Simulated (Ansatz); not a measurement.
Input of an Ansatz 0.2.0 run:

The input run.py:

```python
import json

import ase.io
import numpy as np

import ansatz as az

atoms = ase.io.read("Ti.cif")
atoms.info.pop("occupancy", None)

calculation = (
    az.Crystal.from_ase(atoms)
    .calculation()
    .kpoints(8, 8, 5)
    .functional("lda")
    .pseudopotentials(kind="paw")
    .hubbard(double_counting="amf")
    .hubbard("Ti", "d", u_eff=2.0)
    .scf(extra_bands=6)
    .occupations(method="fermi_dirac", width=0.15)
    .band_structure(path=(((0.0, 0.0, 0.0), (0.5, 0.0, 0.0), (0.3333333333, 0.3333333333, 0.0), (0.0, 0.0, 0.0),
        (0.0, 0.0, 0.5), (0.5, 0.0, 0.5), (0.3333333333, 0.3333333333, 0.5), (0.0, 0.0, 0.5)), ((0.5, 0.0, 0.5),
        (0.5, 0.0, 0.0)), ((0.3333333333, 0.3333333333, 0.0), (0.3333333333, 0.3333333333, 0.5))), intervals=14)
    .density()
    .potential()
    .output_files(volumetric_format="npy")
    .fat_bands()
    .electron_localization_function()
    .forces()
    .stress()
    .band_table(publish=True)
)
outcome = calculation.run(threads=2, events_out="events.jsonl")

report = outcome.report
for line in open("events.jsonl"):
    event = json.loads(line)
    if event["event"] == "scf_iter":
        d = event["data"]
        print(f"SCF {d['iter']:3d}  HF = {d['harris_foulkes_ev']:.6f} eV  dr2 = {d['dr2_ev']:.2e} eV")
    elif event["event"] in ("relax_step", "md_step"):
        d = event["data"]
        print(f"{event['event']} {d['step']:3d}  E = {d['lagrangian_ev']:.6f} eV")
np.set_printoptions(precision=5, suppress=True, linewidth=110)
print("converged:", report["converged"], "after", report["n_iterations"], "iterations")
print(f"free energy {report['free_energy_ev']:.6f} eV, Fermi level {report['fermi_energy_ev']:.4f} eV")
for key in ("band_edges_ev", "magnetization_mub", "site_moments_mub", "site_moments_nc_mub", "forces_ev_ang",
                "stress_gpa", "kpoints_frac", "eigenvalues_ev"):
    if report.get(key) is not None:
        print(key, np.array(report[key]), sep="\n")
```

File Ti.cif:

```cif
data_Ti
_cell_length_a 2.95000000
_cell_length_b 2.95000000
_cell_length_c 4.68000000
_cell_angle_alpha 90.00000000
_cell_angle_beta 90.00000000
_cell_angle_gamma 120.00000000
_space_group_name_H-M_alt 'P1'
_space_group_name_Hall 'P 1'
_space_group_IT_number 1
loop_
_space_group_symop_operation_xyz
'x,y,z'
loop_
_atom_site_label
_atom_site_type_symbol
_atom_site_symmetry_multiplicity
_atom_site_Wyckoff_symbol
_atom_site_fract_x
_atom_site_fract_y
_atom_site_fract_z
_atom_site_occupancy
Ti1 Ti 1 a 0.6648900000 0.3379930000 0.7438490000 1
Ti2 Ti 1 a 0.3291150000 0.6605650000 0.2529600000 1
```

Potentials or basis: Ansatz PAW.

Command:

```console
$ python run.py
```

(1) Predict the largest force.

(2) Predict the pressure.

(3) Predict the band gap on the k mesh.

Answers

(1) 0.101 eV/Å.

(2) -9.3 GPa.

(3) none (metal or under the smearing width).

Caveat: U without spin polarisation on a metal has little footing; the U is typed as a test and isn't derived for this compound.
